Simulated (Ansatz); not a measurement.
Ni under changes of volume

One of the cells (10.492 Å³/atom); the others are scaled copies at fixed shape and fractional positions:

```
Ni
1.0
     0.00000    1.73757    1.73757
     1.73757    0.00000    1.73757
     1.73757    1.73757    0.00000
Ni
1
Direct
  0.00000 0.00000 0.00000
```

```yaml
Program: Ansatz 0.2.0
Functional: PBE
Potentials_or_basis: Ansatz PAW
Cutoff: "420 eV (not typed: the program's choice for these potentials)"
k_mesh: 13 × 13 × 13
Occupations: fermi-dirac, width 0.05 eV
Spin: collinear spin, ferromagnetic start
Starting_moments: "[1.0] μB"
```

```csv
volume (Å³/atom),energy over the lowest point (meV/atom),pressure (GPa)
9.862,?,?
10.072,43.61,18.8
10.282,22.92,13.2
10.492,9.24,8.1
10.702,1.82,3.6
10.912,0.00,-0.5
11.122,3.17,-4.1
```

Q: What does the run at 9.862 Å³/atom give?

A: Energy over the lowest point 72.16 meV/atom; pressure 25.2 GPa.

Worked out: A Birch-Murnaghan fit of order 3 (a polynomial in V^(-2/3)) to the other rows has its minimum at 10.88 Å³/atom with B0 = V·E''(V) = 201 GPa and B' = 4.8. It gives 72.16 meV/atom at 9.862 Å³/atom, against the run's 72.16, and -dE/dV = 25.0 GPa, against 25.2.

Energies are extrapolated to zero smearing.
